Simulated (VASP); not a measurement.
Set up this calculation in VASP 6.6.1, as the native input.

| Property | Result |
| --- | --- |
| Task | band structure |
| Functional | PBEsol |
| Dispersion | D3 |
| Potentials or basis | VASP PAW PBE potentials, release 64 (Ho_3), 4f in core |
| Cutoff | 520 eV |
| k mesh | 9 × 9 × 5 |
| Occupations | fermi-dirac, width 0.1 eV |
| Spin | collinear spin, ferrimagnetic start |
| Starting moments | [4.0, -2.0] μB |
| Hubbard terms | Ho f U = 8 eV |
| Further INCAR settings | ALGO = Normal; EDIFF = 1e-06; NBANDS = 20 |

The structure of Ho lies in POSCAR:

```
Ho
1.0
    3.5773000000      0.0000000000      0.0000000000
   -1.7886500000      3.0980326770      0.0000000000
    0.0000000000      0.0000000000      5.6158000000
Ho
2
Cartesian
    1.7886500002      1.0326775589      4.2118500000
   -0.0000000002      2.0653551181      1.4039500000
```

These files were run (other wordings do the same):

INCAR

```
ALGO = Normal
EDIFF = 1E-6
ENCUT = 520
GGA = PS
ISIF = 2
ISMEAR = -1
ISPIN = 2
IVDW = 11
LASPH = T
LCHARG = F
LDAU = T
LDAUJ = 0
LDAUL = 3
LDAUPRINT = 1
LDAUTYPE = 2
LDAUU = 8
LMAXMIX = 6
LORBIT = 11
LREAL = F
LWAVE = F
MAGMOM = 4 -2
NBANDS = 20
NELM = 100
PREC = Accurate
SIGMA = 0.1
```

KPOINTS

```
k-points
0
Gamma
  9 9 5
```

KPOINTS_OPT

```
path GMKGALHA,LM,KH
20
line-mode
reciprocal
 0.0000000000  0.0000000000  0.0000000000  G
 0.5000000000  0.0000000000  0.0000000000  M

 0.5000000000  0.0000000000  0.0000000000  M
 0.3333333333  0.3333333333  0.0000000000  K

 0.3333333333  0.3333333333  0.0000000000  K
 0.0000000000  0.0000000000  0.0000000000  G

 0.0000000000  0.0000000000  0.0000000000  G
 0.0000000000  0.0000000000  0.5000000000  A

 0.0000000000  0.0000000000  0.5000000000  A
 0.5000000000  0.0000000000  0.5000000000  L

 0.5000000000  0.0000000000  0.5000000000  L
 0.3333333333  0.3333333333  0.5000000000  H

 0.3333333333  0.3333333333  0.5000000000  H
 0.0000000000  0.0000000000  0.5000000000  A

 0.5000000000  0.0000000000  0.5000000000  L
 0.5000000000  0.0000000000  0.0000000000  M

 0.3333333333  0.3333333333  0.0000000000  K
 0.3333333333  0.3333333333  0.5000000000  H
```

Potentials or basis: VASP PAW PBE potentials, release 64 (Ho_3), 4f in core.

The run is started by

```sh
$ cat potpaw_PBE.64/Ho_3/POTCAR > POTCAR
$ mpirun -np 1 vasp_std > vasp.out
```

Results of the run:

```json
{
 "Pressure": "-3.5 GPa",
 "Band gap along the path": "none (metal or under the smearing width)",
 "Net moment": "0.00 μB per cell",
 "Valence electrons inside the program's atomic spheres": "Ho 8.02",
 "Dispersion energy per atom": "-0.242 eV"
}
```

Caveat: the magnetic or orbital state may not be the lowest; U is put on an f shell that these potentials keep in the core, so it has next to no effect; the PAW data sets were made with another functional, which shifts forces and pressure a little; spin-orbit coupling is left out, which moves the levels of the heavy elements; the 4f electrons are frozen in the core as for a trivalent ion, so they carry no moment and show no levels; pairwise dispersion overbinds metals, which lowers pressure and volume.

Run time: 5.3 min on 1 thread of Intel(R) Xeon(R) Platinum 8259CL CPU @ 2.50GHz (Skylake/Cascade Lake) (shared host), peak memory 0.28 GiB.
